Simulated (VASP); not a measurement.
# A vacancy on the Si site in SiNi3, part 4 of 5

Wanted: what a vacancy on the Si site costs in SiNi3 and how the lattice relaxes round it. The start is a cell from a database of measured crystal structures.

VASP 6.6.1, plane waves and PAW; the level of theory is named at each step.

So far. Step 5 (Reference Ni): The run ended after 4 ionic steps, 0.000 eV below its first step, once forces and stress met EDIFFG = -0.02. Step 5 (Reference Ni): Energy at zero smearing: -5.48348 eV.

The database entry behind the starting cell differs from later determinations by our own check (an axis about 0.9 % long against later determinations), so it need not match the best structure at ambient conditions.

## 6. Relaxing the defect

This step: PBE, spin-polarised from a ferromagnetic start; plane waves and PAW (Ni, Si) (VASP 6.6.1).

System of this step: Si7Ni24. The cell holds 31 atoms: 24 Ni and 7 Si. Its edges and angles: a = 7.006 Å, b = 7.006 Å, c = 7.006 Å, α = 90.0°, β = 90.0°, γ = 90.0°. It derives from SiNi3. Nearest the centre at fractional (0.000, 0.000, 0.000): Ni1 at 2.48 Å, Ni3 at 2.48 Å, Ni7 at 2.48 Å, Ni5 at 2.48 Å, Ni13 at 2.48 Å, Ni14 at 2.48 Å, Ni10 at 2.48 Å, Ni9 at 2.48 Å.

The host is treated as a metal, since its gap is under 0.3 eV or closed. The run keeps 48 symmetry operations, which cuts the number of k-points but bars distortions that break them. The atoms relax at the host's fixed cell.

INCAR reads:

```
SYSTEM = Si7Ni24
PREC = Normal
ENCUT = 300
EDIFF = 1E-05
NELM = 120
ISMEAR = 1
SIGMA = 0.2
LREAL = Auto
ALGO = Fast
GGA = PE
NBANDS = 156
ISPIN = 2
MAGMOM = 1 1 1 1 1 1 1 1 1 1 1 1 1 1 1 1 1 1 1 1 1 1 1 1 0 0 0 0 0 0 0
LASPH = .TRUE.
LMAXMIX = 4
LORBIT = 11
LWAVE = .FALSE.
LCHARG = .TRUE.
KPAR = 4
IBRION = 2
NSW = 50
ISIF = 2
EDIFFG = -0.03
POTIM = 0.4
MAXMIX = 40
ISYM = 2
```

POSCAR reads:

```
Si7Ni24
1.0
    7.0061870318      0.0000000000      0.0000000000
    0.0000000000      7.0061870318      0.0000000000
    0.0000000000      0.0000000000      7.0061870318
Ni Si
24 7
Direct
    0.2500000000      0.2500000000      0.0000000000
    0.2500000000      0.2500000000      0.5000000000
    0.2500000000      0.7500000000      0.0000000000
    0.2500000000      0.7500000000      0.5000000000
    0.7500000000      0.2500000000      0.0000000000
    0.7500000000      0.2500000000      0.5000000000
    0.7500000000      0.7500000000      0.0000000000
    0.7500000000      0.7500000000      0.5000000000
    0.2500000000      0.0000000000      0.2500000000
    0.2500000000      0.0000000000      0.7500000000
    0.2500000000      0.5000000000      0.2500000000
    0.2500000000      0.5000000000      0.7500000000
    0.7500000000      0.0000000000      0.2500000000
    0.7500000000      0.0000000000      0.7500000000
    0.7500000000      0.5000000000      0.2500000000
    0.7500000000      0.5000000000      0.7500000000
    0.0000000000      0.2500000000      0.2500000000
    0.0000000000      0.2500000000      0.7500000000
    0.0000000000      0.7500000000      0.2500000000
    0.0000000000      0.7500000000      0.7500000000
    0.5000000000      0.2500000000      0.2500000000
    0.5000000000      0.2500000000      0.7500000000
    0.5000000000      0.7500000000      0.2500000000
    0.5000000000      0.7500000000      0.7500000000
    0.0000000000      0.0000000000      0.5000000000
    0.0000000000      0.5000000000      0.0000000000
    0.0000000000      0.5000000000      0.5000000000
    0.5000000000      0.0000000000      0.0000000000
    0.5000000000      0.0000000000      0.5000000000
    0.5000000000      0.5000000000      0.0000000000
    0.5000000000      0.5000000000      0.5000000000
```

KPOINTS reads:

```
Automatic mesh
0
Monkhorst-Pack
3 3 3
0 0 0
```

PAW data sets: Ni and Si (PBE family, release 64).

Command:

```sh
$ mpirun -np 4 vasp_std
```

Output:

```text
[banner, memory and clock lines left out]
running    4 mpi-ranks, on    1 nodes
 distrk:  each k-point on    1 cores,    4 groups
 distr:  one band on    1 cores,    1 groups

 POSCAR found type information on POSCAR NiSi
 POSCAR found :  2 types and      31 ions
 LDA part: xc-table for (Slater+PW92), standard interpolation
 POSCAR, INCAR and KPOINTS ok, starting setup
 FFT: planning ... GRIDC
 FFT: planning ... GRID_SOFT
 FFT: planning ... GRID
 WAVECAR not read
 entering main loop
       N       E                     dE             d eps       ncg     rms          rms(c)
DAV:   1     0.175101305176E+04    0.17510E+04   -0.79136E+04  2512   0.152E+03
DAV:   2    -0.463420216955E+01   -0.17556E+04   -0.17026E+04  2496   0.390E+02
DAV:   3    -0.197565152209E+03   -0.19293E+03   -0.17294E+03  2504   0.152E+02
DAV:   4    -0.208283992382E+03   -0.10719E+02   -0.10344E+02  2992   0.341E+01
DAV:   5    -0.208645299126E+03   -0.36131E+00   -0.35972E+00  3064   0.622E+00    0.561E+01
RMM:   6    -0.204328429306E+03    0.43169E+01   -0.48498E+02  2496   0.102E+02    0.522E+01
RMM:   7    -0.181413404400E+03    0.22915E+02   -0.13343E+02  2496   0.604E+01    0.162E+01
RMM:   8    -0.191991737389E+03   -0.10578E+02   -0.26652E+01  2496   0.216E+01    0.383E+01
RMM:   9    -0.180537302956E+03    0.11454E+02   -0.14045E+01  2496   0.190E+01    0.288E+00
RMM:  10    -0.180632544365E+03   -0.95241E-01   -0.11913E+00  2502   0.257E+00    0.170E+00
RMM:  11    -0.180651186397E+03   -0.18642E-01   -0.23192E-01  2888   0.129E+00    0.836E-01
RMM:  12    -0.180657419783E+03   -0.62334E-02   -0.42674E-02  2864   0.548E-01    0.743E-01
RMM:  13    -0.180659972314E+03   -0.25525E-02   -0.79384E-03  2628   0.244E-01    0.423E-01
RMM:  14    -0.180661269922E+03   -0.12976E-02   -0.49739E-03  2640   0.202E-01    0.183E-01
RMM:  15    -0.180661760652E+03   -0.49073E-03   -0.13527E-03  2576   0.118E-01    0.112E-01
RMM:  16    -0.180661904305E+03   -0.14365E-03   -0.54537E-04  2607   0.637E-02    0.565E-02
RMM:  17    -0.180661951716E+03   -0.47411E-04   -0.26420E-04  2489   0.394E-02    0.186E-02
RMM:  18    -0.180661971609E+03   -0.19894E-04   -0.55107E-05  1809   0.236E-02    0.101E-02
RMM:  19    -0.180661973506E+03   -0.18967E-05   -0.13440E-05  1453   0.116E-02
   1 F= -.18066197E+03 E0= -.18065152E+03  d E =-.180662E+03  mag=     3.5019
 curvature:   0.00 expect dE= 0.000E+00 dE for cont linesearch  0.000E+00
 trial: gam= 0.00000 g(F)=  0.197E-03 g(S)=  0.000E+00 ort = 0.000E+00 (trialstep = 0.100E+01)
 search vector abs. value=  0.197E-03
 reached required accuracy - stopping structural energy minimisation
```

The job ended after 32 s (4 MPI ranks of Intel Xeon 6975P-C (Granite Rapids), shared host; peak memory 1.1 GiB; 2 min of CPU time).

From OUTCAR (step 6):

```text
   k-points           NKPTS =      4   k-points in BZ     NKDIM =      4   number of bands    NBANDS=    156

   NELECT =     268.0000    total number of electrons

 E-fermi :  10.0120

 spin component 1
 k-point     1 :       0.0000    0.0000    0.0000
  band No.  band energies     occupation
    ...
    136       9.9886      0.59839
    137       9.9886      0.59839
    138       9.9886      0.59838
    139       9.9970      0.56323
    140       9.9970      0.56323
    141      10.6660     -0.00002
    142      10.6660     -0.00002
    143      10.6660     -0.00002
    144      10.9832     -0.00000
    145      10.9832     -0.00000
    ...

 k-point     2 :       0.3333    0.0000    0.0000
  band No.  band energies     occupation
    ...
    132       9.6628      1.01658
    133       9.7315      1.03167
    134       9.7539      1.03485
    135       9.9888      0.59723
    136       9.9899      0.59280
    137      10.0344      0.40601
    138      10.0344      0.40600
    139      10.5214     -0.00094
    140      10.5214     -0.00094
    141      10.9763     -0.00000
    ...

  Total       -3.0998879     -3.0998879     -3.0998879     -0.0000000     -0.0000000      0.0000000
  in kB      -14.4414698    -14.4414698    -14.4414698     -0.0000000     -0.0000000      0.0000000
  external PRESSURE =     -14.4414698 kB  Pullay stress =       0.0000000 kB

 POSITION                                       TOTAL-FORCE (eV/Angst)
 -----------------------------------------------------------------------------------
      1.75155      1.75155      0.00000        -0.003559     -0.003559      0.000000
      1.75155      1.75155      3.50309         0.014132      0.014132     -0.000000
      1.75155      5.25464      0.00000        -0.003559      0.003559     -0.000000
      1.75155      5.25464      3.50309         0.014132     -0.014132      0.000000
      5.25464      1.75155      0.00000         0.003559     -0.003559     -0.000000
      5.25464      1.75155      3.50309        -0.014132      0.014132     -0.000000
      5.25464      5.25464      0.00000         0.003559      0.003559     -0.000000
      5.25464      5.25464      3.50309        -0.014132     -0.014132      0.000000
      1.75155      0.00000      1.75155        -0.003559     -0.000000     -0.003559
      1.75155      0.00000      5.25464        -0.003559     -0.000000      0.003559
      1.75155      3.50309      1.75155         0.014132     -0.000000      0.014132
      1.75155      3.50309      5.25464         0.014132     -0.000000     -0.014132
      5.25464      0.00000      1.75155         0.003559     -0.000000     -0.003559
      5.25464      0.00000      5.25464         0.003559     -0.000000      0.003559
      5.25464      3.50309      1.75155        -0.014132     -0.000000      0.014132
      5.25464      3.50309      5.25464        -0.014132     -0.000000     -0.014132
      0.00000      1.75155      1.75155        -0.000000     -0.003559     -0.003559
      0.00000      1.75155      5.25464        -0.000000     -0.003559      0.003559
      0.00000      5.25464      1.75155        -0.000000      0.003559     -0.003559
      0.00000      5.25464      5.25464        -0.000000      0.003559      0.003559
      3.50309      1.75155      1.75155        -0.000000      0.014132      0.014132
      3.50309      1.75155      5.25464        -0.000000      0.014132     -0.014132
      3.50309      5.25464      1.75155        -0.000000     -0.014132      0.014132
      3.50309      5.25464      5.25464        -0.000000     -0.014132     -0.014132
[...]
-----------------------------------------------------------------------------------
    total drift:                                0.000000      0.000000      0.000000

  FREE ENERGIE OF THE ION-ELECTRON SYSTEM (eV)
  ---------------------------------------------------
  free  energy   TOTEN  =      -180.6619735058 eV

  energy  without entropy=     -180.6306011148  energy(sigma->0) =     -180.65151604

 magnetization (x)
# of ion       s       p       d       tot
------------------------------------------
    1       -0.002  -0.006   0.192   0.184
    2       -0.002  -0.007   0.138   0.129
    3       -0.002  -0.006   0.192   0.184
    4       -0.002  -0.007   0.138   0.129
    5       -0.002  -0.006   0.192   0.184
    6       -0.002  -0.007   0.138   0.129
    7       -0.002  -0.006   0.192   0.184
    8       -0.002  -0.007   0.138   0.129
    9       -0.002  -0.006   0.192   0.184
   10       -0.002  -0.006   0.192   0.184
   11       -0.002  -0.007   0.138   0.129
   12       -0.002  -0.007   0.138   0.129
   13       -0.002  -0.006   0.192   0.184
   14       -0.002  -0.006   0.192   0.184
   15       -0.002  -0.007   0.138   0.129
   16       -0.002  -0.007   0.138   0.129
   17       -0.002  -0.006   0.192   0.184
   18       -0.002  -0.006   0.192   0.184
   19       -0.002  -0.006   0.192   0.184
   20       -0.002  -0.006   0.192   0.184
   21       -0.002  -0.007   0.138   0.129
   22       -0.002  -0.007   0.138   0.129
   23       -0.002  -0.007   0.138   0.129
[...]
--------------------------------------------------
tot         -0.060  -0.211   3.962   3.691

[... 7 parts as in an earlier step ...]

[... 11 further parts left out ...]
```

The magnetic state follows from one typed start and may not be the lowest.

No atom moved by 0.005 Å in the relaxation.

This step gave:

| Quantity | Value |
| --- | --- |
| electronic cycles | 19 |
| electrons | 268 |
| free energy (TOTEN) | -180.6620 eV |
| energy at zero smearing | -180.6515 eV |
| Fermi energy | 10.01 eV |
| moment of the cell, from the last line of the log | 3.502 μB |

Spin moment in the PAW sphere by element, in μB:

```
element  atoms    mean  spread (r.m.s.)   least  largest
     Ni     24   0.157            0.027   0.129    0.184
     Si      7  -0.008            0.001  -0.009   -0.007
```

The atoms nearest the centre:

```
atom  distance (Å)  spin moment in the PAW sphere (μB)
 Ni1          2.48                               0.184
 Ni3          2.48                               0.184
 Ni7          2.48                               0.184
 Ni5          2.48                               0.184
Ni13          2.48                               0.184
Ni14          2.48                               0.184
Ni10          2.48                               0.184
 Ni9          2.48                               0.184
Ni20          2.48                               0.184
Ni19          2.48                               0.184
Ni18          2.48                               0.184
Ni17          2.48                               0.184
Si28          3.50                              -0.009
Si25          3.50                              -0.009
```

Spin density in the ac plane at fractional y = 0.000, through the centre, with atoms of Ni and Si within 0.45 Å of it.

Ten even steps from '0' (0.00 e/Å³) to '9' (0.32 e/Å³), each cell a mean:
```
00000000000000000000
00000000000000000000
00000000000000000000
00003510000000351000
00016930000001693000
00002510000000351000
00000000000000000000
00000000000000000000
00000000000000000000
00000000000000000000
00000000000000000000
00000000000000000000
00001200000000120000
00005830000001683000
00015820000000583000
00001200000000120000
00000000000000000000
00000000000000000000
00000000000000000000
```
Columns run along a (7.0 Å), rows up along c (7.0 Å). Atoms in or near the plane, at fractional coordinates: Ni at (0.25, 0.25), Ni at (0.25, 0.75), Ni at (0.75, 0.25), Ni at (0.75, 0.75), Si at (0.00, 0.50), Si at (0.50, 0.00), Si at (0.50, 0.50).

Valence density in the ac plane at fractional y = 0.000, through the centre, with atoms of Ni and Si within 0.45 Å of it. It is the smooth field of the valence electrons, not physical close to the nuclei.

Ten steps, logarithmic in the rise over the least value, from '0' (0 e/Å³) to '9' (12 e/Å³), each cell a mean:
```
11112223321233222111
11122333333333322211
11235543333333554221
22358874322235887422
22369985322236998522
22358874322235887432
33335543333333554333
33333333333333333333
12332223321233222332
02332223310233222331
23332223332333222333
33333333333333333333
23346763322334776332
22369985322236998532
22369985322236998422
12246763322334676322
11223333333333333211
11122223332333222111
11112223310233222111
```
Columns run along a (7.0 Å), rows up along c (7.0 Å). Atoms in or near the plane, at fractional coordinates: Ni at (0.25, 0.25), Ni at (0.25, 0.75), Ni at (0.75, 0.25), Ni at (0.75, 0.75), Si at (0.00, 0.50), Si at (0.50, 0.00), Si at (0.50, 0.50).

The start already met the threshold, so nothing moved, which says little where the restoring forces are soft.

The 12 first neighbours (Ni) lie 2.48 Å from the site in the perfect crystal and 2.48 Å on average after the relaxation (+0.0 %).

## 7. Putting the energies together

This step: point defect, PBE; plane waves and PAW (VASP 6.6.1).

This step runs nothing: it gathers the runs above.

This step gave:

```yaml
formation_energy_of_the_neutral_defect: 3.546 eV
host_formation_enthalpy: -0.4575 eV/atom
```

Formation energy:

```
formation energy (eV)  largest move (Å)
                3.546                 0
```

The formation energy is the energy of the relaxed defect cell less that of the perfect cell, with each removed atom booked to its reference and each added atom taken from it.

References, in eV an atom: Si -5.422 (crystal Fd-3m) and Ni -5.483 (crystal Fm-3m). They were run at the supercell's cutoff and functional, without U, and count both elements from their own phases.

[end of part 4 of 5]

[Lines on the potential files, build, host, timing and source positions are cut from VASP's logs without a mark.]

[Logs are printed without paths, hosts, clocks, repeated set-up lines and the standing remarks that a program may print on its own settings, such as how far it seeks lower states.]

[Hosts, paths, dates, database ids (printed as entryN), source tags and the programs' standing remarks are cut or masked in the printed files.]

[In band tables of VASP the shares of atoms and orbitals are scaled to a sum of 1 inside the atoms' spheres.]

[Runs that stopped without an error message from VASP are left out.]
